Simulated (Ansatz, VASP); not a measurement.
Two plane-wave programs on Be

```
Be
1.0
     0.00190    0.00095    2.21828
     3.83055    0.68075   -0.00372
     0.68429    3.83006   -0.00202
Be
4
Direct
  0.25009 0.99998 0.00002
  0.74996 0.00002 0.50004
  0.74998 0.49999 0.99998
  0.24996 0.50000 0.49997
```

Change from the starting cell: cell x4, atoms moved at random (sigma 0.05 Å) and cell strained at random (1.5 %), then relaxed without symmetry.

Alike in both runs: functional PBE; k mesh 8 × 6 × 6; occupations gaussian, width 0.2 eV; no spin polarisation.

Ansatz relaxed the structure, and its values are those at the end. VASP's run is a single point on that final structure, the one shown.

```csv
,VASP,Ansatz
version,VASP 6.6.1,Ansatz 0.2.0
potentials or method,"VASP PAW PBE potentials, release 64 (Be)","scalar-relativistic, plane waves, PAW"
plane-wave cutoff (eV),520,420
valence electrons in the cell,8,8
```

```tsv
	VASP	Ansatz	Ansatz less VASP
gap on the k mesh at the Fermi level (eV)	none	none	-
pressure (GPa)	0.2	0.0	-0.15
```

A gap of «none» marks a metal or a gap that the smearing closes. The functional is the same, so the differences come from potentials, cutoffs and numerics.
